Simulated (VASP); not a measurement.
# KI (Fm-3m) in VASP: settings compared, part 3 of 3

VASP 6.6.1.

### 5 Relaxation of cell and atoms, PBE

This run uses another cell than the first one, of 44.09 Å³/atom, 0.954 times its volume.

INCAR

```
SYSTEM = KI
PREC = Accurate ; ENCUT = 600
EDIFF = 1E-6 ; ISMEAR = 0
SIGMA = 0.01 ; LREAL = .FALSE.
LASPH = .TRUE. ; NELM = 60
ALGO = Normal ; ISIF = 3
LWAVE = .FALSE. ; LCHARG = .FALSE.
GGA = PE ; IBRION = 2
NSW = 80 ; EDIFFG = -0.005
```

KPOINTS

```
regular mesh
0
G
  4 4 4
  0 0 0
```

POSCAR

```
KI
1.0
    0.0000000000      3.5327700000      3.5327700000
    3.5327700000      0.0000000000      3.5327700000
    3.5327700000      3.5327700000      0.0000000000
K I
1 1
Direct
    0.0000000000      0.0000000000      0.0000000000
    0.5000000000      0.5000000000      0.5000000000
```

Command:

```console
$ cat potpaw_PBE.64/K_sv/POTCAR potpaw_PBE.64/I/POTCAR > POTCAR
$ mpirun -np 1 vasp_std > vasp.out
```

It took 47 s on 1 thread of Intel Xeon Platinum 8488C (Sapphire Rapids), shared host; peak memory 0.25 GiB.

The run converged. Its results:

```yaml
Free_energy: -5.5644 eV
Relaxed_volume: 46.46 Å³/atom
Relaxed_cell: a = 5.084 Å, b = 5.084 Å, c = 5.084 Å, α = 60.00°, β = 60.00°, γ = 60.00°
Space_group_after_relaxing_to_0.05_Å: Fm-3m (No. 225)
Energy_gained_by_relaxing: 4.4 meV/atom
Ionic_steps: 4
Pressure_after_relaxing: 0.0 GPa
Band_gap_on_the_k_mesh: 3.85 eV, direct
```

Step by step:
| step | energy change (eV) | largest force (eV/Å) | pressure (GPa) | volume (Å³) |
| --- | --- | --- | --- | --- |
| 1 | 0.0000 | 0.0000 | 0.63 | 88.18 |
| 2 | -0.0064 | 0.0000 | 0.31 | 90.40 |
| 3 | -0.0086 | 0.0000 | -0.06 | 93.43 |
| 4 | -0.0087 | 0.0000 | 0.00 | 92.92 |

Final structure:
```
CELL_PARAMETERS angstrom
0.00000 3.59497 3.59497
3.59497 0.00000 3.59497
3.59497 3.59497 0.00000
ATOMIC_POSITIONS crystal
K 0.00000 0.00000 0.00000
I 0.50000 0.50000 0.50000
```

Levels at points of the mesh, in eV from the valence-band top:
```tsv
k point	band 6	band 7	band 8	band 9	band 10	band 11
(0.00, 0.00, 0.00)	0.00	0.00	0.00	3.85	6.51	6.51
(0.50, 0.00, 0.00)	-1.20	-0.29	-0.29	5.47	7.55	8.04
(0.50, 0.50, 0.00)	-0.92	-0.34	-0.34	5.01	5.64	8.04
```

Caveat: spin-orbit coupling is left out, which moves the levels of the heavy elements. PBE gaps usually lie below the measured ones, often by a third to a half.

### 6 Relaxation of cell and atoms, revPBE+D3(BJ)

This run uses another cell than the first one, of 44.09 Å³/atom, 0.954 times its volume.

INCAR

```
SYSTEM = KI
PREC     = Accurate       ! precision mode
ENCUT    = 600            ! plane-wave cutoff, eV
EDIFF    = 1E-6           ! SCF threshold, eV
ISMEAR   = 0              ! smearing method
SIGMA    = 0.01           ! smearing width, eV
LREAL    = .FALSE.        ! projectors in reciprocal space
LASPH    = .TRUE.         ! aspherical terms in the spheres
NELM     = 60             ! most SCF steps
ALGO     = Normal         ! electronic algorithm
ISIF     = 3              ! what is computed and relaxed
LWAVE    = .FALSE.        ! write WAVECAR
LCHARG   = .FALSE.        ! write CHGCAR
GGA      = RE             ! functional
IVDW     = 12             ! dispersion correction
IBRION   = 2              ! ionic algorithm
NSW      = 80             ! ionic steps
EDIFFG   = -0.005         ! ionic threshold
```

KPOINTS

```
Automatic mesh
0
G
  4 4 4
  0 0 0
```

POSCAR is that of step 5.

Potentials or basis: VASP PAW PBE potentials, release 64 (K_sv, I).

Command:

```console
$ cat potpaw_PBE.64/K_sv/POTCAR potpaw_PBE.64/I/POTCAR > POTCAR
$ mpirun -np 1 vasp_std > vasp.out
```

Run time: 54 s. Hardware: 1 thread of Intel Xeon Platinum 8488C (Sapphire Rapids), shared host; peak memory 0.24 GiB.

It converged, with:

| Quantity | Value |
| --- | --- |
| Free energy | -6.0367 eV |
| Relaxed volume | 43.81 Å³/atom |
| Relaxed cell | a = 4.985 Å, b = 4.985 Å, c = 4.985 Å, α = 60.00°, β = 60.00°, γ = 60.00° |
| Space group after relaxing (to 0.05 Å) | Fm-3m (No. 225) |
| Energy gained by relaxing | 0.1 meV/atom |
| Ionic steps | 6 |
| Pressure after relaxing | 0.0 GPa |
| Band gap on the k mesh | 4.24 eV, direct |
| Dispersion energy per atom | -0.416 eV |

Step by step:
| step | energy change (eV) | largest force (eV/Å) | pressure (GPa) | volume (Å³) |
| --- | --- | --- | --- | --- |
| 1 | 0.0000 | 0.0000 | -0.09 | 88.18 |
| 2 | -0.0001 | 0.0000 | -0.05 | 87.87 |
| 3 | -0.0002 | 0.0000 | -0.03 | 87.68 |
| 4 | -0.0002 | 0.0000 | 0.03 | 87.32 |
| 5 | -0.0002 | 0.0000 | 0.04 | 87.50 |
| 6 | -0.0002 | 0.0000 | 0.01 | 87.61 |

Final structure:
```
CELL_PARAMETERS angstrom
0.00000 3.52518 3.52518
3.52518 0.00000 3.52518
3.52518 3.52518 0.00000
ATOMIC_POSITIONS crystal
K 0.00000 0.00000 0.00000
I 0.50000 0.50000 0.50000
```

Levels at points of the mesh, in eV from the valence-band top:
| k point | band 4 | band 5 | band 6 | band 7 | band 8 | band 9 | band 10 | band 11 | band 12 |
| --- | --- | --- | --- | --- | --- | --- | --- | --- | --- |
| (0.00, 0.00, 0.00) | -12.03 | -10.47 | 0.00 | 0.00 | 0.00 | 4.24 | 6.64 | 6.64 | 6.64 |
| (0.50, 0.00, 0.00) | -12.03 | -10.20 | -1.28 | -0.33 | -0.33 | 5.75 | 7.93 | 8.29 | 8.29 |
| (0.50, 0.50, 0.00) | -12.05 | -10.33 | -0.97 | -0.36 | -0.36 | 5.12 | 5.99 | 8.17 | 8.83 |

Caveat: the PAW data sets were made with another functional, which shifts forces and pressure a little; spin-orbit coupling is left out, which moves the levels of the heavy elements.

### 7 Relaxation of cell and atoms, r2SCAN+rVV10

This run uses another cell than the first one, of 44.09 Å³/atom, 0.954 times its volume.

POSCAR is that of step 6.

INCAR.step1

```
PREC     = Accurate       # precision mode
ENCUT    = 600            # plane-wave cutoff, eV
ISMEAR   = 0              # smearing method
SIGMA    = 0.01           # smearing width, eV
LREAL    = F              # projectors in reciprocal space
LASPH    = T              # aspherical terms in the spheres
NELM     = 80             # most SCF steps
GGA      = PE             # functional
ALGO     = Normal         # electronic algorithm
EDIFF    = 1E-4           # SCF threshold, eV
LWAVE    = T              # write WAVECAR
LCHARG   = F              # write CHGCAR
```

INCAR.step2

```
PREC     = Accurate       # precision mode
ENCUT    = 600            # plane-wave cutoff, eV
EDIFF    = 1E-7           # SCF threshold, eV
ISMEAR   = 0              # smearing method
SIGMA    = 0.01           # smearing width, eV
LREAL    = F              # projectors in reciprocal space
LASPH    = T              # aspherical terms in the spheres
NELM     = 80             # most SCF steps
ALGO     = Normal         # electronic algorithm
ISIF     = 3              # what is computed and relaxed
LWAVE    = F              # write WAVECAR
LCHARG   = F              # write CHGCAR
METAGGA  = R2SCAN         # meta-GGA
LMIXTAU  = T            
LUSE_VDW = T            
IVDW_NL  = 2            
BPARAM   = 11.95        
CPARAM   = 0.0093       
IBRION   = 2              # ionic algorithm
NSW      = 80             # ionic steps
EDIFFG   = -0.005         # ionic threshold
ISTART   = 1
```

KPOINTS

```
regular mesh
0
Gamma
  4 4 4
```

Command:

```console
$ cat potpaw_PBE.64/K_sv/POTCAR potpaw_PBE.64/I/POTCAR > POTCAR
$ cp INCAR.step1 INCAR
$ mpirun -np 1 vasp_std > vasp.out
$ cp INCAR.step2 INCAR
$ mpirun -np 1 vasp_std > vasp.out
```

Run time: 9.4 min. Hardware: 1 thread of Intel Xeon Platinum 8488C (Sapphire Rapids), shared host; peak memory 0.49 GiB.

The run converged. Its results:

```
Free energy                            : -33.4393 eV
Relaxed volume                         : 43.23 Å³/atom
Relaxed cell                           : a = 4.963 Å, b = 4.963 Å, c = 4.963 Å, α = 60.00°, β = 60.00°, γ = 60.00°
Space group after relaxing (to 0.05 Å) : Fm-3m (No. 225)
Energy gained by relaxing              : 0.8 meV/atom
Ionic steps                            : 3
Pressure after relaxing                : 0.0 GPa
Band gap on the k mesh                 : 4.56 eV, direct
```

The path:
```
step  energy change (eV)  largest force (eV/Å)  pressure (GPa)  volume (Å³)
   1              0.0000                0.0000           -0.27        88.18
   2             -0.0012                0.0000           -0.13        87.22
   3             -0.0016                0.0000           -0.01        86.45
```

Final structure:
```
K I
1.0
     0.00000    3.50951    3.50951
     3.50951    0.00000    3.50951
     3.50951    3.50951    0.00000
K I
1 1
Direct
  0.00000 0.00000 0.00000
  0.50000 0.50000 0.50000
```

Levels at points of the mesh, in eV from the valence-band top:
```csv
k point,band 6,band 7,band 8,band 9,band 10,band 11
"(0.00, 0.00, 0.00)",0.00,0.00,0.00,4.56,6.99,6.99
"(0.50, 0.00, 0.00)",-1.39,-0.36,-0.36,5.94,8.32,8.75
"(0.50, 0.50, 0.00)",-1.07,-0.39,-0.39,5.25,6.48,8.85
```

Caveat: the PAW data sets were made with another functional, which shifts forces and pressure a little; spin-orbit coupling is left out, which moves the levels of the heavy elements.

### 8 Overview

```tsv
task	level	cell	cutoff (eV)	gap on the mesh (eV)	pressure (GPa)	relaxed volume (Å³/atom)
single point	PBE	a = 5.075 Å, angles 60.0°, 2 atoms	520	3.86	0.1	-
single point	revPBE+D3(BJ)	a = 4.978 Å, angles 60.0°, 2 atoms	520	4.25	0.0	-
single point	r2SCAN+rVV10	a = 4.953 Å, angles 60.0°, 2 atoms	520	4.58	0.1	-
relaxation of cell and atoms	PBE	relaxed from a = 4.996 Å, angles 60.0°, 2 atoms	600	3.85	0.0	46.46
relaxation of cell and atoms	revPBE+D3(BJ)	relaxed from a = 4.996 Å, angles 60.0°, 2 atoms	600	4.24	0.0	43.81
relaxation of cell and atoms	r2SCAN+rVV10	relaxed from a = 4.996 Å, angles 60.0°, 2 atoms	600	4.56	0.0	43.23
```

Alike in all rows: potentials or basis VASP PAW PBE potentials, release 64 (K_sv, I); no spin polarisation; k mesh 4 × 4 × 4; smearing gaussian 0.01 eV.

Caveats: spin-orbit coupling is left out, which moves the levels of the heavy elements; the PAW data sets were made with another functional, which shifts forces and pressure a little (some runs).

Absolute energies hang on the potentials; compare differences alone.

### 9 Comparison with measurements

Step 2. A measured gap of KI is 6.32 eV (a printed reference work, monograph); the calculated 3.86 eV misses it by -2.46 eV. Spin-orbit coupling on I is left out. The value is that of PBE, without temperature or zero-point motion. Semilocal functionals fall short of measured gaps as a rule.

Step 3. Against the measured gap of KI, 6.32 eV (a printed reference work, monograph), the calculated 4.25 eV is off by -2.07 eV. Spin-orbit coupling on I is left out. The value is that of revPBE+D3(BJ), without temperature or zero-point motion. Semilocal functionals fall short of measured gaps as a rule.

Step 4. Against the measured gap of KI, 6.32 eV (a printed reference work, monograph), the calculated 4.58 eV is off by -1.74 eV. Spin-orbit coupling on I is left out. The value is that of r2SCAN+rVV10, without temperature or zero-point motion.
